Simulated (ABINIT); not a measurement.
The system is CaO.

```xyz
2
Lattice="0.0000 2.4036 2.4036 2.4036 0.0000 2.4036 2.4036 2.4036 0.0000" Properties=species:S:1:pos:R:3 pbc="T T T"
Ca    0.0000    0.0000    0.0000
O     2.4036    2.4036    2.4036
```

The cell is a database's computed one.

Base run:

- Program: ABINIT 10.8.3 (patched build)
- Functional: r2SCAN
- Potentials or basis: JTH PAW PBE v2.0
- Cutoff: 762 eV
- k mesh: 10 × 10 × 10
- Occupations: fermi-dirac, width 0.05 eV
- Spin: no spin polarisation

Its results: band gap on the k mesh 4.20 eV, indirect (least direct gap 4.58 eV); pressure -1.3 GPa.

Question: The run is repeated on the same cell with these changes: functional from r2SCAN to PBEsol; potentials or basis from JTH PAW PBE v2.0 to PseudoDojo NC SR PBEsol v0.4 stringent; cutoff from 762 eV to 1252 eV. What comes out?

Answer: Band gap on the k mesh 3.56 eV, indirect (least direct gap 3.94 eV); pressure -2.9 GPa.

Caveats: the PAW data sets were made with another functional, which shifts forces and pressure a little (some runs).
